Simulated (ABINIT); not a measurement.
Crystal: Hf.

```
Hf
1.0
     2.91381    0.00000    0.00000
     0.00000    2.91381    0.00000
     0.00000    0.00000    2.91381
Hf
1
Cartesian
  1.4569 1.4569 1.4569
```

The cell was built by a generator and needn't be a form met in nature.

Base run:

| Item | Value |
| --- | --- |
| Program | ABINIT 10.8.3 (patched build) |
| Functional | LDA |
| Potentials or basis | JTH PAW PBE v2.0 |
| Cutoff | 626 eV |
| k mesh | 9 × 9 × 9 |
| Occupations | fermi-dirac, width 0.05 eV |
| Spin | no spin polarisation |

Its results: band gap on the k mesh none (metal or under the smearing width); pressure -7.0 GPa.

Question: After a change of settings the same cell gave: band gap on the k mesh none (metal or under the smearing width); pressure -3.9 GPa. Which change was it?
A. functional from LDA to revPBE
B. functional from LDA to PW91
C. functional from LDA to RPBE
D. functional from LDA to PBEsol

Answer: D.

PBEsol binds less tightly than LDA, so the same cell stands under more pressure.

Caveats: the PAW data sets were made with another functional, which shifts forces and pressure a little.

Not every run made on this cell is shown here.
